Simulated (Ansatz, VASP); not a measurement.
# Two plane-wave programs on Al

```xyz
1
Lattice="-1.4407 1.4407 2.0933 1.4407 -1.4407 2.0933 1.4407 1.4407 -2.0933" Properties=species:S:1:pos:R:3 pbc="T T T"
Al    0.0000    0.0000    0.0000
```

Alike in both runs: task single point; functional PBE; k mesh 22 × 22 × 22; occupations gaussian, width 0.15 eV; no spin polarisation.

|  | VASP | Ansatz |
| --- | --- | --- |
| version | VASP 6.6.1 | Ansatz 0.2.0 |
| potentials or method | VASP PAW PBE potentials, release 64 (Al) | scalar-relativistic, plane waves, PAW |
| plane-wave cutoff (eV) | 520 | 420 |
| valence electrons in the cell | 3 | 3 |

|  | VASP | Ansatz | Ansatz less VASP |
| --- | --- | --- | --- |
| gap on the k mesh at the Fermi level (eV) | none | none | - |
| pressure (GPa) | -3.6 | -3.6 | +0.03 |
| largest component of the traceless stress (GPa) | 1.03 | 1.04 | +0.004 |

A gap of «none» marks a metal or a gap that the smearing closes.
